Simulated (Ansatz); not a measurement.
The elements of this relaxed trial crystal are hidden behind letters.

```
lattice vectors (Å)
   0.0000    3.7300    3.7300
   3.7300    0.0000    3.7300
   3.7300    3.7300    0.0000
fractional positions
X 0.7500 0.7500 0.7500
X 0.5000 0.5000 0.5000
Z 0.1250 0.6250 0.6250
Z 0.6250 0.6250 0.6250
Z 0.6250 0.6250 0.1250
Z 0.6250 0.1250 0.6250
```

Method: DFT PBE, scalar-relativistic, plane waves, PAW (Ansatz). Cutoff 420 eV, Γ-centred 6×6×6 mesh (6-atom cell), Gaussian smearing of 0.02 eV, no spin polarisation.

| Item | Value |
| --- | --- |
| Space group | Fd-3m (No. 227) |
| Conventional cell | a = 7.460 Å |
| Volume per atom | 17.30 Å³ |
| Density | 1.92 g/cm³ |
| Energy over the elements | −2.770 eV/atom |
| Gap on the 6×6×6 mesh of the 6-atom cell | 5.37 eV |

Energies are uncorrected and count from the elements' standard states at the same level.

Q: X is a p-block element of period 3 and Z is a p-block element of period 2. Which elements are they?

A: X = Si, Z = O, so the formula is SiO2, here in the beta-cristobalite type. Density times volume gives a mean mass of 1.92 × 17.30/1.6605 = 20.0 u per atom, and this set has 20.0 u. Si is surrounded by 4 O at 1.62 Å; around O lie 2 Si at 1.62 Å. Other sets within the hints have nearly the same mass, so mass alone doesn't settle it; this one was computed.

Kohn–Sham gaps at this level usually fall short of measured ones. A later test with randomly moved atoms led to a structure 15 meV/atom lower, so this end is a saddle point or a shallow minimum.
